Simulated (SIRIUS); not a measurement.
**SnO2 under changes of volume**

One of the cells (14.496 Å³/atom); the others are scaled copies at fixed shape and fractional positions:

```
Sn O
1.0
     1.61709    0.93363    4.80059
    -1.61709    0.93363    4.80059
     0.00000   -1.86726    4.80059
Sn O
1 2
Direct
  0.50000 0.50000 0.50000
  0.76283 0.76283 0.76283
  0.23717 0.23717 0.23717
```

Measurements of this composition are mostly on another form, of space group No. 136.

```yaml
Program: SIRIUS 7.12.0
Functional: LDA
Potentials_or_basis: all-electron FP-LAPW
Cutoff: 317 eV
Basis: apw+lo standard
k_mesh: 10 × 10 × 10
Occupations: fermi-dirac, width 0.05 eV
Spin: no spin polarisation
```

| volume (Å³/atom) | energy over the lowest point (meV/atom) | gap on the mesh (eV) |
| --- | --- | --- |
| 13.626 | 0.00 | 2.19 |
| 13.916 | 3.39 | 2.04 |
| 14.206 | ? | ? |
| 14.496 | 26.80 | 1.77 |
| 14.785 | 45.48 | 1.65 |
| 15.075 | 68.13 | 1.54 |
| 15.365 | 94.32 | 1.43 |

Problem. What does the run at 14.206 Å³/atom give?

Solution. Energy over the lowest point 12.53 meV/atom; gap on the mesh 1.90 eV.

Worked out: A Birch-Murnaghan fit of order 3 (a polynomial in V^(-2/3)) to the other rows has its minimum at 13.61 Å³/atom, just outside them, with B0 = V·E''(V) = 170 GPa and B' = 4.9 at fixed shape and positions, which overstates the stiffness. It gives 12.55 meV/atom at 14.206 Å³/atom, against the run's 12.53. A parabola through the other rows of the gap, of slope -6.59 eV per unit of ln V there, gives 1.90 eV, against the run's 1.90.

Energies are extrapolated to zero smearing.

Caveats: spin-orbit coupling is left out, which moves the levels of the heavy elements.

A mesh can miss the band edges.
